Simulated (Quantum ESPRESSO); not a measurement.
**CdS (Hawleyite) in Quantum ESPRESSO: the effect of target pressure**

CdS (Hawleyite):

```xyz
2
Lattice="0.0000 2.9165 2.9165 2.9165 0.0000 2.9165 2.9165 2.9165 0.0000" Properties=species:S:1:pos:R:3 pbc="T T T"
Cd    0.0000    0.0000    0.0000
S     4.3748    4.3748    4.3748
```

Alike in all runs:

```yaml
Program: Quantum ESPRESSO 7.5
Task: relaxation of cell and atoms
Functional: LDA
Potentials_or_basis: SSSP 1.3 efficiency PBE
Cutoff: 939 eV
Density_cutoff: 7510 eV
k_mesh: 8 × 8 × 8
Occupations: fermi-dirac, width 0.05 eV
Spin: no spin polarisation
```

Each run relaxes the cell or the atoms first.

```csv
target pressure,relaxed volume (Å³/atom),gap on the mesh (eV)
0 GPa,24.02,0.87
2 GPa,23.36,0.93
5 GPa,22.54,1.00
10 GPa,21.44,1.09
20 GPa,19.86,1.21
30 GPa,?,?
```

**Question.** What does the run with target pressure 30 GPa give?

**Answer.** Relaxed volume 18.73 Å³/atom; gap on the mesh 1.30 eV.

Worked out: In Murnaghan's law V^(-B') rises as a straight line in P. The other rows fit best with B' = 4.2, V0 = 24.02 Å³/atom and B0 = 69 GPa, which gives 18.74 Å³/atom at 30 GPa, against the run's 18.73. A parabola through the other rows of the gap on the mesh, of slope -0.00408 eV per GPa there, extrapolates to 1.22 eV, against the run's 1.30. The fit is too stiff a form for this range.

Caveats: the potentials were made for another functional, which shifts forces and pressure; the volume moved by over 15 % at a fixed basis, so the end points are rough (some runs).

